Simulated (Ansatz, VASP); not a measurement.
**Sn: VASP beside Ansatz**

```
CELL_PARAMETERS angstrom
0.00000 3.23334 3.23334
3.23334 0.00000 3.23334
3.23334 3.23334 0.00000
ATOMIC_POSITIONS crystal
Sn 0.75000 0.75000 0.75000
Sn 0.50000 0.50000 0.50000
```

This isn't the form of Sn at room conditions, which is tetragonal (white tin).

Alike in both runs: task relaxation of cell and atoms; functional revPBE; dispersion D4; k mesh 7 × 7 × 7; occupations fermi-dirac, width 0.05 eV; no spin polarisation.

|  | VASP | Ansatz |
| --- | --- | --- |
| version | VASP 6.6.1 | Ansatz 0.2.0 |
| potentials or method | VASP PAW PBE potentials, release 64 (Sn_d), cutoff 600 eV | all-electron LAPW, scalar-relativistic |

```tsv
	VASP	Ansatz	Ansatz less VASP
relaxed volume (Å³/atom)	35.41	35.43	+0.017
relaxed cell length with the largest relative difference (Å)	4.644	4.645	+0.0007
energy change over the relaxation (meV/atom)	-10	-10	-0.2
```

Ansatz ran all-electron here, so the differences hold the error of VASP's frozen core and of both bases.

Caveats: the PAW data sets were made with another functional, which shifts forces and pressure a little (VASP); pairwise dispersion overbinds metals, which lowers pressure and volume (VASP). Zero-point motion and thermal expansion aren't in these numbers.
